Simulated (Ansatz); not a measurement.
# Convergence of a linear-scaling basis for NbH2(211) slab (936 atoms)

Wanted: errors and times of a linear-scaling basis for NbH2(211) slab (936 atoms). A setting counts as converged where the r.m.s. difference of forces stays under 1 % of the r.m.s. force.

Method: Kohn-Sham DFT, PBE, PAW (set soft_2), plane waves, in Ansatz 0.2.0.

### Step 1. Set-up

The cell holds 936 atoms: 312 Nb and 624 H. Cell: a = 25.812 Å, b = 23.710 Å, c = 21.177 Å, α = 90.0°, β = 90.0°, γ = 90.0°. It derives from NbH2 (fluorite-type). Fluorite-type NbH2 (a = 4.563 Å), (211) slab of 13 repeat layers, 8 x 3 surface cells, 10 Å of vacuum; not relaxed, displaced by a Gaussian of 0.02 Å. Vacuum lies along c.

Limits known from the start: Beside vacuum, support functions can miss their usual error bounds without a warning. The Brillouin zone is sampled at Γ only, in a cell whose shortest periodic width is 24 Å.

### Step 2. Plane-wave single point

The first run uses the default basis; a harder plane-wave run follows as the reference for the support functions.

Input file input.yaml:

```yaml
crystal:
  lattice:
    - [25.81223, 0.0, 0.0]
    - [0.0, 23.71004, 0.0]
    - [0.0, 0.0, 21.17702]
  atoms:
    - { symbol: Nb, position: [0.12495, 0.66628, 0.23718] }
    - { symbol: H, position: [0.12511, 0.41596, 0.23577] }
    - { symbol: H, position: [0.12416, 0.58303, 0.23564] }
    - { symbol: Nb, position: [0.18887, 0.44367, 0.27975] }
    - { symbol: H, position: [0.0625, 0.52843, 0.28092] }
    - { symbol: H, position: [0.18752, 0.36125, 0.27879] }
    - { symbol: Nb, position: [0.12549, 0.55509, 0.32213] }
    - { symbol: H, position: [0.12456, 0.63888, 0.325] }
    - { symbol: H, position: [0.12543, 0.4725, 0.32511] }
    - { symbol: Nb, position: [0.06285, 0.66759, 0.36915] }
    - { symbol: H, position: [0.18757, 0.41699, 0.36856] }
    - { symbol: H, position: [0.06299, 0.58176, 0.36891] }
    - { symbol: Nb, position: [0.12314, 0.44545, 0.41107] }
    - { symbol: H, position: [0.12428, 0.52846, 0.4119] }
    - { symbol: H, position: [0.12609, 0.35908, 0.41229] }
    - { symbol: Nb, position: [0.06367, 0.5543, 0.45618] }
    - { symbol: H, position: [0.06216, 0.63772, 0.45533] }
    - { symbol: H, position: [0.18545, 0.4702, 0.45563] }
    - { symbol: Nb, position: [0.12479, 0.66643, 0.5018] }
    - { symbol: H, position: [0.12493, 0.41692, 0.4994] }
    - { symbol: H, position: [0.12536, 0.58374, 0.50113] }
    - { symbol: Nb, position: [0.18681, 0.44388, 0.54476] }
    - { symbol: H, position: [0.06313, 0.52695, 0.54535] }
    - { symbol: H, position: [0.18744, 0.35988, 0.54436] }
    - { symbol: Nb, position: [0.12557, 0.55449, 0.58739] }
    - { symbol: H, position: [0.12493, 0.63861, 0.58768] }
    - { symbol: H, position: [0.12529, 0.47184, 0.58647] }
    - { symbol: Nb, position: [0.0618, 0.66651, 0.63252] }
    - { symbol: H, position: [0.1875, 0.41786, 0.6323] }
    - { symbol: H, position: [0.06173, 0.58288, 0.63255] }
    - { symbol: Nb, position: [0.1245, 0.44523, 0.67566] }
    - { symbol: H, position: [0.12408, 0.52773, 0.67553] }
    [... 898 atom lines left out ...]
    - { symbol: Nb, position: [0.9372, 0.88892, 0.71806] }
    - { symbol: H, position: [0.93801, 0.97136, 0.71996] }
    - { symbol: H, position: [0.06285, 0.8061, 0.7221] }
    - { symbol: Nb, position: [0.0005, 0.00033, 0.76294] }
    - { symbol: H, position: [0.00064, 0.75122, 0.76255] }
    - { symbol: H, position: [6.0e-05, 0.91653, 0.76187] }
kpoints:
  mp_grid: { grid: [1, 1, 1] }
hamiltonian:
  xc: pbe
scf:
  occupations: { method: gaussian, width: 0.05 }
output:
  forces: true
  populations: true
  dos:
    method: { smearing: { sigma: 0.15 } }
    de: 0.1
    projected: { site_lists: { H: [H], Nb: [Nb] } }
  eigenvalues: true
  write_density: true
  write_potential: true
  volumetric_format: npy
```

Run with:

```console
> ansatz run input.yaml --threads 32 --pin off --max-ram 143360MiB --backend cuda --events-out ev --progress --plain --runs-dir out
```

Numbers of over 12 decimals in the logs are rounded to 6 here.

Log:

```text
Engine: ansatz 0.2.0, aarch64-unknown-linux-gnu
Pseudopotentials: kind: paw
Pseudopotential: Nb, paw, valence charge 13, recommended cutoff 420 eV (normal), Nb.paw.azcp
Pseudopotential: H, paw, valence charge 1, recommended cutoff 420 eV (normal), H.paw.azcp
Functional definition: PBE
  parameter kappa = 0.804
  parameter beta = 0.066725
  exchange = pbe_x(kappa = kappa, mu = beta*pi^2/3)
  correlation = pbe_c(beta = beta)
device memory: the entry about to start is reckoned to put 80.2 GiB on a device that reports 182.5 GiB free
GPU FFT provider: cuFFT
GPU libraries: cuBLAS 13.8.1, cuFFT 12.4.0, cuSOLVER 12.3.2
GPU matrix products: emulated (plane waves: as basis.precision tells), large ones in fixed point in workspaces of 1.00 GiB
Crystal: 936 atoms, lattice volume = 12960.527 Å³
Basis set: ecut = 420 eV, 253331 PW (Γ), exchange–correlation on 360×320×288 points (8 copies of the dense FFT grid, shifted against one another)
Bands: 3276, of which v1, the nominal top of the filled ones, is band 2340 counted from 1 (2339 counted from 0)
Symmetry: 1 space group operations
Space group: P1 (ITA 1), of the structure as read, at distance tolerance 2.3e-4 Å
k-points: 1
Non-local potential: Nb, projectors of the file, l = 0: 3, l = 1: 2, l = 2: 2, l = 3: 1
Non-local potential: H, projectors of the file, l = 0: 2, l = 1: 1
PAW form: soft (Blöchl's): semilocal exchange-correlation on the pseudo side does not see the compensation charge
PAW one-centre angular grid: Nb, 590 points (default); XC on 64 Gauss nodes
PAW one-centre angular grid: H, 110 points (default); XC on 64 Gauss nodes
Initial density: superposition of atomic densities (neutral atoms: chi_scale 0, normalization atom), corrected by the library's trained network
Initial wavefunctions: pseudopotential atomic-orbital guess
GPU buffer pool allocated for 4147200 grid points (all kernels)
GPU transforms: local potential and band sums: pruned to the plane-wave sphere, on 180×160×144
GPU projectors: on the FFT box's points about the atoms, with room for 4776720 of them (16 bands a pass); a geometry past the room, sums that fail their trial, or a want of GPU memory keeps the tables, and a block in half precision can take them where they are the faster
Functional: x = pbe(κ = 0.804, μ = 0.219515), c = pbe(β = 0.066725)
SCF iter   1: F=—  HF=-1430281.316807 eV  |F-HF|=—  |Δ(HF+E_count)|=         —  Δρ=6.67e-3  dr2=5.25e1  ethr=1.77e-3  ⟨swp⟩=8.0  Hψ=14177  notcnv=0  defer=465
preconditioner: auto → LDOS  [metal: Δε(μ)=0.003 eV  Ē_g=6.382 eV  σ=0.050 eV  W_gap=0.03  n_scr=2680 (ndim 8)  ℏωp=15.2 eV  f_vac=0.353  D(μ)=322.28/eV (n_scr^D=2094)  β→1.0]
SCF iter   2: F=—  HF=-1430280.312007 eV  |F-HF|=—  |Δ(HF+E_count)|=    1.00e0  Δρ=3.96e-3  dr2=1.50e1  ethr=1.12e-3  ⟨swp⟩=2.0  Hψ=3806  notcnv=0  defer=553
SCF iter   3: F=—  HF=-1430279.729929 eV  |F-HF|=—  |Δ(HF+E_count)|=   5.82e-1  Δρ=6.69e-4  dr2=3.12e-1  ethr=3.21e-4  ⟨swp⟩=2.0  Hψ=2868  notcnv=0  defer=815
SCF iter   4: F=—  HF=-1430279.729868 eV  |F-HF|=—  |Δ(HF+E_count)|=   6.11e-5  Δρ=2.35e-4  dr2=2.35e-2  ethr=6.67e-6  ⟨swp⟩=3.0  Hψ=3552  notcnv=0  defer=815
SCF iter   5: F=—  HF=-1430279.734115 eV  |F-HF|=—  |Δ(HF+E_count)|=   4.25e-3  Δρ=7.73e-5  dr2=2.79e-3  ethr=5.01e-7  ⟨swp⟩=3.0  Hψ=3763  notcnv=0  defer=815
SCF iter   6: F=—  HF=-1430279.728846 eV  |F-HF|=—  |Δ(HF+E_count)|=   5.27e-3  Δρ=2.55e-5  dr2=2.38e-4  ethr=5.97e-8  ⟨swp⟩=3.0  Hψ=3838  notcnv=0  defer=815
SCF iter   7: F=—  HF=-1430279.741365 eV  |F-HF|=—  |Δ(HF+E_count)|=   1.25e-2  Δρ=9.20e-6  dr2=3.21e-5  ethr=5.08e-9  ⟨swp⟩=2.0  Hψ=4374  notcnv=0  defer=815
SCF iter   8: F=—  HF=-1430279.741583 eV  |F-HF|=—  |Δ(HF+E_count)|=   2.18e-4  Δρ=4.14e-6  dr2=6.52e-6  ethr=6.85e-10  ⟨swp⟩=3.0  Hψ=4875  notcnv=0  defer=815
SCF iter   9: F=—  HF=-1430279.741584 eV  |F-HF|=—  |Δ(HF+E_count)|=   9.17e-7  Δρ=1.41e-6  dr2=5.86e-7  ethr=1.39e-10  ⟨swp⟩=3.0  Hψ=3858  notcnv=0  defer=815
SCF iter  10: F=-1430279.741584 eV  HF=-1430279.741584 eV  |F-HF|=9.55e-9  |Δ(HF+E_count)|=   1.08e-7  Δρ=4.27e-7  dr2=4.56e-8  ethr=2.14e-12  ⟨swp⟩=21.0  Hψ=27043  notcnv=0
SCF 1 converged in 10 iterations: F = -1430279.741584 eV  dr2 = 4.56e-8
  greatest PAW one-centre occupation: 0.998 electrons in one spin orbital (limit 2), on the Nb atom at site 123 (counted from 0), in its partial waves of l = 0
WARN: The output density's exchange-correlation potential varies sharply where the density is thin. Do not read a vacuum level from v_tot or v_xc, or from such a field of the output density. On a cell that repeats whose density bears no net charge and no dipole along the vacuum's axis use v_es (v_loc + v_h of the components); [...]
SCF converged after 10 iterations
Free energy (F): -1430279.741584 eV
Harris-Foulkes:  -1430279.741584 eV  (|F-HF|=9.55e-9)
Internal energy: -1430279.360390 eV  (E = F + TS)
E sigma→0 (E₀):  -1430279.550987 eV
Entropy (-TS):   -0.381194 eV (-0.407 meV/atom)
Fermi energy:    6.914638 eV
--- Per-component energies (eV) ---
  E_band       = -70043.624044
  E_kinetic    = 131479.586674
  E_local      = -2347618.786267  (includes V_loc(G=0)·N_el)
  E_nonlocal   = 38192.586876
  E_hartree    = 1107711.581180
  E_xc         = -60372.770127
  E_vxc        = -73713.416008  (∫ρ·V_xc dr)
  E_paw        = -959167.395079  (= ΣΔE_a)
  E_vpaw       = -33806.032721  (= ΣTr[D̂ρ^β])
  E_aug_tail   = -0.766447  (compensation charges beyond the density's cutoff)
  E_ewald      = 659496.602801
  E_smearing   = -0.381194  (= −TS)
  E_closure    = -0.000000  (closes the sum)
  Σ components = -1430279.741584   (vs F -1430279.741584, Δ=0.00e0)
--- Forces (eV/Å), atoms counted from 1 ---
[... 936 lines of forces left out ...]
  max |Σ_I F_I| component: 1.66e-5 eV/Å
--- Band table (eV) ---
[... left out ...]
--- Löwdin populations: 936 sites ---
  site symbol       q [e]
[... 936 lines, one an atom, left out ...]
  spilling = 0.003667 (of n_electrons = 4680.000000)
```

Run time: 24 s. Hardware: 1 × NVIDIA GB200 with 32 threads of Arm Neoverse V2, shared host; peak memory 9.3 GiB.

Reading the cycles: dr2 is the Hartree energy of the density residual (eV), the measure of convergence; HF is the Harris–Foulkes estimate of the energy, which meets the free energy F at convergence.

That memory is the host's; the program planned up to 80.2 GiB on the GPU. Forces of this run were stored rounded, and per-atom blocks of the log weren't kept.

The program notes that the exchange-correlation potential is rough where the density is thin.

Numbers from this run:

```
free energy                                   : -1430279.7416 eV
free energy per atom                          : -1528.0766 eV/atom
SCF cycles                                    : 10
r.m.s. force component                        : 0.3819 eV/Å
longest force                                 : 2.319 eV/Å
Fermi energy                                  : 6.915 eV
levels partly filled by over 2 per cent       : 25
potential in mid-vacuum, over the Fermi level : 3.898 eV
potential 4.5 Å over the upper face           : 3.897 eV
potential 4.5 Å under the lower face          : 3.899 eV
spilling of the projection                    : 0.003667
```

The r.m.s. force component of 0.38 eV/Å sets the scale for the differences below.

### Step 3. Plane waves at 750 eV (750 eV)

A harder cutoff gives the support functions a reference with less basis error.

input.yaml, the sections that differ from step 2:

```yaml
output:
  forces: true
  eigenvalues: true
basis:
  ecutwfc: "750 eV"
# crystal, kpoints, hamiltonian, scf: as in step 2
```

Log:

```text
[...]
GPU FFT provider: cuFFT
GPU libraries: cuBLAS 13.8.1, cuFFT 12.4.0, cuSOLVER 12.3.2
[...]
Crystal: 936 atoms, lattice volume = 12960.527 Å³
Basis set: ecut = 750 eV, 604569 PW (Γ), exchange–correlation on 480×432×384 points (8 copies of the dense FFT grid, shifted against one another)
Bands: 3276, of which v1, the nominal top of the filled ones, is band 2340 counted from 1 (2339 counted from 0)
Symmetry: 1 space group operations
[...]
k-points: 1
[...]
GPU buffer pool allocated for 9953280 grid points (all kernels)
[...]
SCF iter   1: F=—  HF=-1430282.954475 eV  |F-HF|=—  |Δ(HF+E_count)|=         —  Δρ=6.68e-3  dr2=5.24e1  ethr=1.77e-3  ⟨swp⟩=8.0  Hψ=14199  notcnv=0  defer=455
[...]
SCF iter   9: F=—  HF=-1430281.409749 eV  |F-HF|=—  |Δ(HF+E_count)|=   6.98e-7  Δρ=1.23e-6  dr2=4.96e-7  ethr=1.30e-10  ⟨swp⟩=3.0  Hψ=3749  notcnv=0  defer=815
SCF iter  10: F=-1430281.409749 eV  HF=-1430281.409749 eV  |F-HF|=3.03e-9  |Δ(HF+E_count)|=   8.29e-8  Δρ=3.92e-7  dr2=2.90e-8  ethr=2.14e-12  ⟨swp⟩=14.0  Hψ=17628  notcnv=0
SCF 1 converged in 10 iterations: F = -1430281.409749 eV  dr2 = 2.90e-8
[...]
SCF converged after 10 iterations
Free energy (F): -1430281.409749 eV
[...]
Internal energy: -1430281.028665 eV  (E = F + TS)
E sigma→0 (E₀):  -1430281.219207 eV
Entropy (-TS):   -0.381085 eV (-0.407 meV/atom)
Fermi energy:    6.914268 eV
[...]
Σ components = -1430281.409749   (vs F -1430281.409749, Δ=0.00e0)
--- Forces (eV/Å), atoms counted from 1 ---
[... 936 lines of forces left out ...]
  max |Σ_I F_I| component: 2.16e-5 eV/Å
--- Band table (eV) ---
[... left out ...]
```

Elapsed: 28 s, on 1 × NVIDIA GB200 with 32 threads; peak memory 5.2 GiB.

That memory is the host's; the program planned up to 181 GiB on the GPU.

Forces differ from the reference by 0.64 meV/Å r.m.s., 0.17 % of their size, well within a tolerance of 1 %; the energy by -1.8 meV/atom.

### Step 4. Support functions medium

The cell is solved in localised support functions. Besides, the program derives a nominal cutoff of 420 eV for this run, against the reference's 750.

This step: Kohn-Sham DFT, PBE, PAW (set soft_2), localised support functions (medium) (Ansatz 0.2.0).

input.yaml, the sections that differ from step 3:

```yaml
scf:
  occupations: { method: gaussian, width: 0.05 }
  eigensolver: { kind: { support_functions: { accuracy: medium } } }
  mixing: { beta: 0.2 }
  max_iter: 150
output:
  forces: true
# crystal, kpoints, hamiltonian: as in step 3
# basis: removed
```

Log:

```text
Warning: scf.eigensolver.kind.support_functions: disabling space-group detection — the functions' gradient is summed over unrotated k-points, so no spatial operation reduces the k-mesh or symmetrises the density; time reversal is kept, so that k and −k are solved as one point where they differ and the mesh holds both, and exact exchange and, on two spinor components, a DFT+U term hold to it where the run has them: [...]
settings of this run that can trade accuracy for cost: scf.eigensolver.kind.support_functions [...]
[...]
GPU FFT provider: cuFFT
GPU libraries: cuBLAS 13.8.1, cuFFT 12.4.0, cuSOLVER 12.3.2
[...]
Crystal: 936 atoms, lattice volume = 12960.527 Å³
Basis set: ecut = 420 eV, 253331 PW (Γ), exchange–correlation on 360×320×288 points (8 copies of the dense FFT grid, shifted against one another)
Bands: 2808, of which v1, the nominal top of the filled ones, is band 2340 counted from 1 (2339 counted from 0)
Symmetry: 1 space group operations
k-points: 1
[...]
GPU buffer pool allocated for 4147200 grid points (all kernels)
[...]
SCF iter   1: F=—  HF=-1430154.165106 eV  |F-HF|=—  |Δ(HF+E_count)|=         —  Δρ=8.47e-2  dr2=2.59e3  ethr=1.00e-1
[...]
SCF iter  30: F=—  HF=-1430281.279764 eV  |F-HF|=—  |Δ(HF+E_count)|=   3.21e-4  Δρ=4.78e-6  dr2=1.25e-5  ethr=4.51e-10  κ⁻¹=1.1e-4(r=7)
SCF iter  31: F=-1430281.279942 eV  HF=-1430281.279908 eV  |F-HF|=3.42e-5  |Δ(HF+E_count)|=   1.44e-4  Δρ=4.55e-6  dr2=4.12e-6  ethr=2.67e-10
SCF 1 converged in 31 iterations: F = -1430281.450718 eV  dr2 = 4.12e-6
[...]
SCF converged after 31 iterations
Stability not checked: this state was not tested for a lower state beside it, because the mixer in use, unlike msr1, does not test its closes by its own steps (another_mixer; see scf.mixing.algorithm and scf.lower_state_search)
Free energy (F): -1430281.450718 eV
[...]
Internal energy: -1430281.071003 eV  (E = F + TS)
E sigma→0 (E₀):  -1430281.260861 eV
Entropy (-TS):   -0.379715 eV (-0.406 meV/atom)
Fermi energy:    6.914630 eV
[...]
Σ components = -1430281.450718   (vs F -1430281.450718, Δ=0.00e0)
--- Forces (eV/Å), atoms counted from 1 ---
[... 936 lines of forces left out ...]
  max |Σ_I F_I| component: 3.22e-2 eV/Å
--- Band table (eV) ---
[... left out ...]
  guard bands above this table: 406 of the run's 2808 bands (output.publish_guard_bands: true publishes all)
```

The job ended after 23 s (1 × NVIDIA GB200 with 32 threads; peak memory 2.9 GiB).

That memory is the host's; the program planned up to 14 GiB on the GPU.

The program notes that the band table was not solved further than the SCF left it and it switched symmetry off. Further notices: vacuum switching off with vacuum.

Keys that differ from the reference: basis.ecutwfc removed, support_functions.accuracy = "medium", scf.max_iter = 150 and scf.mixing.beta = 0.2.

Forces differ from the reference by 0.43 meV/Å r.m.s., 0.11 % of their size, well within a tolerance of 1 %. It took 0.82 times the reference's time. The two runs also began from different starting densities, which bears on cycles and time.

### Step 5. Support functions low

The cell is solved in localised support functions. Besides, the program derives a nominal cutoff of 420 eV for this run, against the reference's 750.

This step: Kohn-Sham DFT, PBE, PAW (set soft_2), localised support functions (low) (Ansatz 0.2.0).

input.yaml, the sections that differ from step 4:

```yaml
scf:
  occupations: { method: gaussian, width: 0.05 }
  eigensolver: { kind: { support_functions: { accuracy: low } } }
  mixing: { beta: 0.2 }
  max_iter: 150
# crystal, kpoints, hamiltonian, output: as in step 4
```

Log:

```text
[...]
GPU FFT provider: cuFFT
GPU libraries: cuBLAS 13.8.1, cuFFT 12.4.0, cuSOLVER 12.3.2
[...]
Crystal: 936 atoms, lattice volume = 12960.527 Å³
Basis set: ecut = 420 eV, 253331 PW (Γ), exchange–correlation on 360×320×288 points (8 copies of the dense FFT grid, shifted against one another)
Bands: 2808, of which v1, the nominal top of the filled ones, is band 2340 counted from 1 (2339 counted from 0)
Symmetry: 1 space group operations
k-points: 1
[...]
GPU buffer pool allocated for 4147200 grid points (all kernels)
[...]
SCF iter   1: F=—  HF=-1430154.073621 eV  |F-HF|=—  |Δ(HF+E_count)|=         —  Δρ=8.47e-2  dr2=2.60e3  ethr=1.00e-1
[...]
SCF iter  26: F=—  HF=-1430281.253424 eV  |F-HF|=—  |Δ(HF+E_count)|=   6.06e-3  Δρ=1.62e-5  dr2=8.44e-5  ethr=2.44e-9  κ⁻¹=1.7e-4(r=7)
SCF iter  27: F=-1430281.262491 eV  HF=-1430281.260517 eV  |F-HF|=1.97e-3  |Δ(HF+E_count)|=   7.09e-3  Δρ=8.56e-6  dr2=3.57e-5  ethr=1.80e-9
SCF 1 converged in 27 iterations: F = -1430281.449974 eV  dr2 = 3.57e-5
[...]
SCF converged after 27 iterations
[...]
Free energy (F): -1430281.449974 eV
[...]
Internal energy: -1430281.070278 eV  (E = F + TS)
E sigma→0 (E₀):  -1430281.260126 eV
Entropy (-TS):   -0.379696 eV (-0.406 meV/atom)
Fermi energy:    6.914997 eV
[...]
Σ components = -1430281.449974   (vs F -1430281.449974, Δ=0.00e0)
--- Forces (eV/Å), atoms counted from 1 ---
[... 936 lines of forces left out ...]
  max |Σ_I F_I| component: 3.77e-2 eV/Å
--- Band table (eV) ---
[... left out ...]
[...]
```

Run time: 22 s. Hardware: 1 × NVIDIA GB200 with 32 threads; peak memory 2.8 GiB.

That memory is the host's; the program planned up to 13.7 GiB on the GPU.

Keys that differ from the reference: basis.ecutwfc removed, support_functions.accuracy = "low", scf.max_iter = 150 and scf.mixing.beta = 0.2.

Forces differ from the reference by 0.45 meV/Å r.m.s., 0.12 % of their size, well within a tolerance of 1 %. It took 0.77 times the reference's time. The two runs also began from different starting densities, which bears on cycles and time.

[end of part 1 of 3]

[Logs are printed without paths, hosts, clocks, repeated set-up lines and the standing remarks that a program may print on its own settings, such as how far it seeks lower states.]

[Hosts, paths, dates, database ids (printed as entryN), source tags and the programs' standing remarks are cut or masked in the printed files.]
